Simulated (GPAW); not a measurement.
A run of GPAW 26.7.0 is set up as follows.

File run.py:

```python
from ase import Atoms
from ase.dft.bandgap import bandgap
from ase.io import write
from ase.units import Bohr, GPa
from gpaw import GPAW, PW
from gpaw.elf import elf_from_dft_calculation

atoms = Atoms(['Pt', 'Se', 'Se'],
              cell=[[3.724, 0.0, 0.0],
                    [-1.862, 3.2250786037, 0.0],
                    [0.0, 0.0, 5.062]],
              scaled_positions=[[0.0, 0.0, 0.0],
                                [0.6666666667, 0.3333333333, 0.75],
                                [0.3333333333, 0.6666666667, 0.25]],
              pbc=True)

calc = GPAW(mode=PW(600),
            xc='PBE',
            kpts={'size': (8, 8, 5), 'gamma': True},
            occupations={'name': 'fermi-dirac', 'width': 0.05},
            nbands=26,
            convergence={'density': 1e-05, 'energy': 1e-05},
            maxiter=150,
            txt='gpaw.txt')
atoms.calc = calc
energy = atoms.get_potential_energy()
forces = atoms.get_forces()
stress = atoms.get_stress()
calc.write('gs.gpw')
write('result.traj', atoms)
print(f'Energy: {energy:.6f} eV')
print('Forces (eV/A):')
print(forces.round(4))
print('Stress (GPa):', (stress / GPa).round(3))
print('Fermi level:', round(calc.get_fermi_level(), 4), 'eV')
print(f'Gap: {bandgap(calc)[0]:.4f} eV, direct: {bandgap(calc, direct=True)[0]:.4f} eV')

# fields on the real-space grid
write('density.cube', atoms, data=calc.get_pseudo_density() * Bohr**3)
write('potential.cube', atoms, data=calc.get_electrostatic_potential())
write('elf.cube', atoms, data=elf_from_dft_calculation(calc).data)
```

Potentials or basis: GPAW PAW data sets (gpaw-data 1.2.1), pw.

Command:

```sh
$ OMP_NUM_THREADS=1 python run.py
```

Q: Predict the largest force.

A: 0.625 eV/Å.

Q: Predict the band gap on the k mesh.

A: None (metal or under the smearing width).

Q: Estimate the pressure.

A: 7.4 GPa.

Stress tensor (GPa, compression positive):
```
8.01 0.00 0.00
0.00 8.01 0.00
0.00 0.00 6.12
```

The run has no spin-orbit coupling, so splittings on Pt are missing.
